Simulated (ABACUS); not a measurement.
The system is GaAs.

```
As Ga
1.0
     0.00000    2.82685    2.82685
     2.82685    0.00000    2.82685
     2.82685    2.82685    0.00000
As Ga
1 1
Direct
  0.75000 0.75000 0.75000
  0.00000 0.00000 0.00000
```

```yaml
Program: ABACUS 3.10.1
Task: relaxation of cell and atoms
Functional: B86bPBE
Potentials_or_basis: SPMS ONCV 1.0 PBE
Cutoff: 1143 eV
Density_cutoff: 4572 eV
Basis: plane waves
k_mesh: 6 × 6 × 6
Occupations: fermi-dirac, width 0.05 eV
Spin: no spin polarisation
```

At the start: pressure 3.9 GPa; volume 22.59 Å³/atom.

Problem. How do energy, volume and symmetry change on relaxing?

Solution. Over 3 steps the energy falls by 15.4 meV/atom and the volume is 23.95 Å³/atom (+6.0 %); space group F-43m (No. 216, to 0.05 Å).

Step by step:
| step | energy change (eV) | largest force (eV/Å) | pressure (GPa) | volume (Å³) |
| --- | --- | --- | --- | --- |
| 1 | 0.0000 | 0.0000 | 3.88 | 45.18 |
| 2 | -0.0268 | 0.0000 | -1.18 | 48.99 |
| 3 | -0.0309 | 0.0000 | 0.00 | 47.90 |

Final structure:
```
CELL_PARAMETERS angstrom
0.00000 2.88244 2.88244
2.88244 0.00000 2.88244
2.88244 2.88244 0.00000
ATOMIC_POSITIONS crystal
As 0.75000 0.75000 0.75000
Ga 0.00000 0.00000 0.00000
```

Caveat: the potentials were made for another functional, which shifts forces and pressure.
